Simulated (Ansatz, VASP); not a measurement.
One calculation of AlH2, two programs

```xyz
3
Lattice="2.7353 0.0000 0.0000 -1.3676 2.3688 0.0000 0.0000 0.0000 4.8762" Properties=species:S:1:pos:R:3 pbc="T T T"
Al    1.3676    0.7896    0.0000
H     0.0000    1.5792    1.0783
H     0.0000    1.5792    3.7979
```

Alike in both runs: functional PBE; k mesh 6 × 6 × 6; occupations gaussian, width 0.1 eV; no spin polarisation.

Ansatz relaxed the structure, and its values are those at the end. VASP's run is a single point on that final structure, the one shown.

|  | VASP | Ansatz |
| --- | --- | --- |
| version | VASP 6.6.1 | Ansatz 0.2.0 |
| potentials or method | VASP PAW PBE potentials, release 64 (Al, H) | scalar-relativistic, plane waves, PAW |
| plane-wave cutoff (eV) | 520 | 420 |
| valence electrons in the cell | 5 | 5 |

|  | VASP | Ansatz | Ansatz less VASP |
| --- | --- | --- | --- |
| gap on the k mesh at the Fermi level (eV) | none | none | - |
| pressure (GPa) | -0.1 | 0.1 | +0.14 |

A gap of «none» marks a metal or a gap that the smearing closes. With one functional, cell and mesh, what is left measures potentials, basis and numerics.

Caveats: the k mesh is coarse (spacing up to 0.44 Å⁻¹), so the values aren't converged.
